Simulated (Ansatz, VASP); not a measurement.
# SnSe in VASP and in Ansatz

File INCAR:

```
PREC = Accurate ; ENCUT = 520
EDIFF = 1E-6 ; ISMEAR = 0
SIGMA = 0.1 ; LREAL = False
LASPH = True ; NELM = 100
ALGO = Fast ; ISIF = 2
LWAVE = False ; LCHARG = False
GGA = PE ; IVDW = 12
NBANDS = 28
```

File KPOINTS:

```
regular mesh
0
Gamma
  4 4 2
```

Contents of POSCAR:

```
SnSe
1.0
    4.2853274191      0.0000000000      0.0000000000
    0.0000000000      4.2853274191      0.0000000000
    0.0000000000      0.0000000000     10.9906921300
Sn Se
2 2
Direct
    0.5000000000      0.0000000000      0.3722291100
    0.0000000000      0.5000000000      0.6277708900
    0.5000000000      0.0000000000      0.6160394900
    0.0000000000      0.5000000000      0.3839605100
```

Input for Ansatz:

```yaml
crystal:
  lattice:
    - [4.2853274191, 0.0, 0.0]
    - [0.0, 4.2853274191, 0.0]
    - [0.0, 0.0, 10.99069213]
  atoms:
    - { symbol: Sn, position: [0.5, 0.0, 0.37222911] }
    - { symbol: Sn, position: [0.0, 0.5, 0.62777089] }
    - { symbol: Se, position: [0.5, 0.0, 0.61603949] }
    - { symbol: Se, position: [0.0, 0.5, 0.38396051] }
basis:
  ecutwfc: 420
kpoints:
  mp_grid: { grid: [4, 4, 2] }
hamiltonian:
  xc: pbe
  dispersion: d3bj
scf:
  occupations: { method: gaussian, width: 0.1 }
output:
  forces: true
  stress: true
  eigenvalues: true
```

Alike in both runs: task single point; functional PBE; dispersion D3(BJ); k mesh 4 × 4 × 2; occupations gaussian, width 0.1 eV; no spin polarisation.

|  | VASP | Ansatz |
| --- | --- | --- |
| version | VASP 6.6.1 | Ansatz 0.2.0 |
| potentials or method | VASP PAW PBE potentials, release 64 (Sn_d, Se) | scalar-relativistic, plane waves, PAW |
| plane-wave cutoff (eV) | 520 | 420 |
| valence electrons in the cell | 40 | 60 |

```tsv
	VASP	Ansatz	Ansatz less VASP
gap on the k mesh at the Fermi level (eV)	1.61	1.62	+0.011
least direct gap on the mesh (eV)	1.72	1.73	+0.010
rms of the force components (eV/Å)	0.056	0.049	-0.0075
```

Atom by atom the forces differ by 0.008 eV/Å (rms over components). With one functional, cell and mesh, what is left measures potentials, basis and numerics. The two sets of potentials don't hold the same shells in valence.

Caveats: spin-orbit coupling is left out, which moves the levels of the heavy elements.
